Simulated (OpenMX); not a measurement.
B: changing the dispersion correction

```cif
data_structure
_symmetry_space_group_name_H-M 'P 1'
_symmetry_Int_Tables_number 1
_cell_length_a 1.8852
_cell_length_b 1.8852
_cell_length_c 1.8852
_cell_angle_alpha 90.000
_cell_angle_beta 90.000
_cell_angle_gamma 90.000
_cell_volume 6.70
loop_
_atom_site_label
_atom_site_type_symbol
_atom_site_fract_x
_atom_site_fract_y
_atom_site_fract_z
_atom_site_occupancy
B1 B 0.50000 0.50000 0.50000 1
```

This isn't the form of B at room conditions, which is rhombohedral.

Kept alike: task single point; functional PBE; k mesh 11 × 11 × 11; occupations fermi-dirac, width 0.05 eV; no spin polarisation. Program: OpenMX, OpenMX 2013 PBE set, B7.0-s2p2d1, grid cutoff 300 Ry. The mesh is that of the run's cell of 1 atom. No spin-orbit coupling.

| dispersion correction | pressure (GPa) |
| --- | --- |
| D3(zero) | -2.92 |
| D3(BJ) | -5.55 |
| D4 | -5.44 |
| none | -0.13 |

Pressure is positive in compression. For a metal such a mesh leaves the last digits unconverged.

**Question.** What does the dispersion correction change here?

**Answer.** The pressure runs from -5.55 (D3(BJ)) to -0.13 GPa (none). Dispersion terms mostly attract, so at fixed cell they lower the pressure.
